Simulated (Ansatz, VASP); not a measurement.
# PbO in VASP and in Ansatz

```
CELL_PARAMETERS angstrom
3.97440 0.00000 0.00000
0.00000 3.97440 0.00000
0.00000 0.00000 5.02200
ATOMIC_POSITIONS crystal
Pb 0.00000 0.50000 0.23510
Pb 0.50000 0.00000 0.76490
O 0.97331 0.97331 0.00000
O 0.50000 0.50000 0.00000
```

Alike in both runs: task single point; functional PBEsol; k mesh 8 × 8 × 6; occupations gaussian, width 0.05 eV; no spin polarisation.

|  | VASP | Ansatz |
| --- | --- | --- |
| version | VASP 6.6.1 | Ansatz 0.2.0 |
| potentials or method | VASP PAW PBE potentials, release 64 (Pb_d, O) | scalar-relativistic, plane waves, PAW |
| plane-wave cutoff (eV) | 520 | 420 |
| valence electrons in the cell | 40 | 40 |

|  | VASP | Ansatz | Ansatz less VASP |
| --- | --- | --- | --- |
| gap on the k mesh at the Fermi level (eV) | 1.18 | 1.18 | -0.006 |
| least direct gap on the mesh (eV) | 2.23 | 2.23 | -0.002 |
| pressure (GPa) | 1.6 | 1.5 | -0.09 |
| largest component of the traceless stress (GPa) | 0.95 | 0.92 | -0.033 |
| rms of the force components (eV/Å) | 0.382 | 0.373 | -0.0088 |

Atom by atom the forces differ by 0.019 eV/Å (rms over components). With one functional, cell and mesh, what is left measures potentials, basis and numerics.

Caveats: the PAW data sets were made with another functional, which shifts forces and pressure a little (VASP); spin-orbit coupling is left out, which as a rule narrows the gap of such compounds by several tenths of an eV. A k mesh can miss the band edges.
